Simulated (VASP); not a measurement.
# GaN: band structure with PBEsol

Crystal: GaN.

```
Ga N
1.0
     3.18030    0.00000    0.00000
    -1.59015    2.75422    0.00000
     0.00000    0.00000    5.18284
Ga N
2 2
Direct
  0.33333 0.66667 0.99920
  0.66667 0.33333 0.49920
  0.33333 0.66667 0.37580
  0.66667 0.33333 0.87580
```

The cell was built by a generator and needn't be a form met in nature.

```json
{
  "Program": "VASP 6.6.1",
  "Task": "band structure",
  "Functional": "PBEsol",
  "Potentials or basis": "VASP PAW PBE potentials, release 64 (Ga_d, N)",
  "Cutoff": "520 eV",
  "k mesh": "9 × 9 × 4",
  "Occupations": "gaussian, width 0.03 eV",
  "Spin": "spin-orbit coupling, no magnetisation",
  "Further INCAR settings": "ALGO = Normal; EDIFF = 1e-06; NBANDS = 52"
}
```

```yaml
Pressure: 0.2 GPa
Valence_electrons_inside_the_program's_atomic_spheres: Ga 11.88; N 3.73
```

Wall time 13 min on 1 thread of Intel(R) Xeon(R) Platinum 8488C (Sapphire Rapids) (shared host), peak memory 0.44 GiB.

Caveat: the PAW data sets were made with another functional, which shifts forces and pressure a little.
